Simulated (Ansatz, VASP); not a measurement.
# Two plane-wave programs on HfO2

The input INCAR:

```
SYSTEM = HfO2
ALGO = Normal
EDIFF = 1E-6
ENCUT = 520
GGA = PE
ISIF = 2
ISMEAR = 0
LASPH = .TRUE.
LCHARG = .FALSE.
LREAL = .FALSE.
LWAVE = .FALSE.
NBANDS = 18
NELM = 80
PREC = Accurate
SIGMA = 0.01
```

File KPOINTS:

```
k-points
0
G
  8 8 8
  0 0 0
```

Contents of POSCAR:

```
HfO2
1.0
    0.0000000000      2.5230587524      2.5230587524
    2.5230587524      0.0000000000      2.5230587524
    2.5230587524      2.5230587524      0.0000000000
Hf O
1 2
Direct
    0.0000000000      0.0000000000      0.0000000000
    0.2500000000      0.2500000000      0.2500000000
    0.7500000000      0.7500000000      0.7500000000
```

Input for Ansatz:

```yaml
crystal:
  lattice:
    - [0.0, 2.5230587524, 2.5230587524]
    - [2.5230587524, 0.0, 2.5230587524]
    - [2.5230587524, 2.5230587524, 0.0]
  atoms:
    - { symbol: Hf, position: [0.0, 0.0, 0.0] }
    - { symbol: O, position: [0.25, 0.25, 0.25] }
    - { symbol: O, position: [0.75, 0.75, 0.75] }
kpoints:
  mp_grid: { grid: [8, 8, 8] }
hamiltonian:
  xc: pbe
scf:
  occupations: { method: fixed }
  n_extra_bands: 4
output:
  forces: true
  stress: true
  eigenvalues: true
```

Alike in both runs: task single point; functional PBE; k mesh 8 × 8 × 8; no spin polarisation.

|  | VASP | Ansatz |
| --- | --- | --- |
| version | VASP 6.6.1 | Ansatz 0.2.0 |
| potentials or method | VASP PAW PBE potentials, release 64 (Hf_pv, O) | plane waves, PAW |
| plane-wave cutoff (eV) | 520 | 420 |
| occupations | gaussian, width 0.01 eV | fixed |
| valence electrons in the cell | 22 | 38 |

|  | VASP | Ansatz | Ansatz less VASP |
| --- | --- | --- | --- |
| gap on the k mesh at the Fermi level (eV) | 3.84 | 3.82 | -0.019 |
| pressure (GPa) | 4.1 | 8.0 | +3.91 |

One of these differences is far larger than is usual between the two programs; its cause wasn't traced. The two sets of potentials don't hold the same shells in valence.

Caveats: spin-orbit coupling is left out, which moves the levels of the heavy elements. A hybrid or GW would open this gap; PBE tends to underestimate it. A k mesh can miss the band edges.
